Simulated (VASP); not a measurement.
# BN: single point with PBEsol

BN:

```xyz
4
Lattice="2.5406 0.0000 0.0000 -1.2703 2.2002 0.0000 0.0000 0.0000 4.2026" Properties=species:S:1:pos:R:3 pbc="T T T"
B     0.0000    1.4668   -0.0801
B     1.2703    0.7334    2.0212
N     0.0000    1.4668    1.6519
N     1.2703    0.7334    3.7532
```

Measurements of this composition are mostly on another form, of space group No. 194.

The cell isn't the ideal one: polar distortion scaled by 0.70.

```yaml
Program: VASP 6.6.1
Task: single point
Functional: PBEsol
Potentials_or_basis: VASP PAW PBE potentials, release 64 (B, N)
Cutoff: 520 eV
k_mesh: 12 × 12 × 6
Occupations: gaussian, width 0.01 eV
Spin: no spin polarisation
```

```json
{
  "Pressure": "8.0 GPa",
  "Largest force": "2.428 eV/Å",
  "Band gap on the k mesh": "4.94 eV, indirect (least direct gap 6.76 eV)"
}
```

Forces on the atoms (eV/Å):
```
B    0.000  0.000  2.428
B    0.000  0.000  2.428
N    0.000  0.000 -2.428
N    0.000  0.000 -2.428
```

Stress tensor (GPa, compression positive):
```
 5.71  0.00  0.00
 0.00  5.71  0.00
 0.00  0.00 12.58
```

Levels at points of the mesh, in eV from the valence-band top:
```csv
k point,band 4,band 5,band 6,band 7,band 8,band 9,band 10,band 11,band 12,band 13
"(0.00, 0.00, 0.00)",-3.53,-3.53,-1.74,-1.74,0.00,6.76,7.68,7.68,8.55,10.08
"(0.50, 0.00, 0.00)",-9.35,-7.38,-6.47,-4.39,-4.07,5.52,6.89,10.19,11.62,11.88
"(0.00, 0.00, 0.50)",-6.20,-2.70,-2.70,-2.70,-2.70,8.36,8.36,8.91,8.91,8.91
"(0.50, 0.00, 0.50)",-11.26,-5.41,-5.41,-3.67,-3.67,5.04,5.04,8.22,8.22,15.05
```

Wall time 14 s on 1 thread of Intel(R) Xeon(R) Platinum 8559C (Emerald Rapids) (shared host), peak memory 0.14 GiB.

Caveat: the PAW data sets were made with another functional, which shifts forces and pressure a little. A k mesh can miss the band edges.
